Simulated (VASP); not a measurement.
Write the native input for VASP 6.6.1 that does the following.

```
Task                   : work function
Functional             : PBE
Potentials or basis    : VASP PAW PBE potentials, release 64 (Nb_sv, As)
Cutoff                 : 520 eV
k mesh                 : 7 × 7 × 1
Occupations            : gaussian, width 0.05 eV
Spin                   : no spin polarisation
Dipole correction      : yes
Further INCAR settings : ALGO = Normal; EDIFF = 1e-06
```

The structure of NbAs lies in POSCAR:

```
NbAs
1.0
    3.6117000000      0.0000000000      0.0000000000
    0.0000000000      3.6117000000      0.0000000000
    0.0000000000      0.0000000000     23.8000000000
Nb As
1 1
Direct
    0.0000000000      0.0000000000      0.2941200000
    0.5000000000      0.5000000000      0.2941200000
```

The cell was built by a generator and needn't be a form met in nature.

These files were run (other wordings do the same):

INCAR

```
PREC = Accurate
ENCUT = 520
EDIFF = 1E-6
ISMEAR = 0
SIGMA = 0.05
LREAL = False
LASPH = True
NELM = 60
ALGO = Normal
ISIF = 2
LWAVE = False
LCHARG = True
LDIPOL = True
IDIPOL = 3
DIPOL = 0.5 0.5 0.294
GGA = PE
LELF = True
LVHAR = True
LVACPOTAV = True
```

KPOINTS

```
regular mesh
0
Gamma
  7 7 1
```

Potentials or basis: VASP PAW PBE potentials, release 64 (Nb_sv, As).

Launch:

```bash
$ cat potpaw_PBE.64/Nb_sv/POTCAR potpaw_PBE.64/As/POTCAR > POTCAR
$ mpirun -np 1 vasp_std > vasp.out
```

It gave:

```json
{
  "Band gap on the k mesh": "none (metal or under the smearing width)",
  "Work function of the upper face": "4.38 eV",
  "Work function of the lower face": "4.38 eV"
}
```

Run time: 50 s on 1 thread of Intel(R) Xeon(R) Platinum 8488C (Sapphire Rapids), with other jobs on the host, peak memory 0.35 GiB.
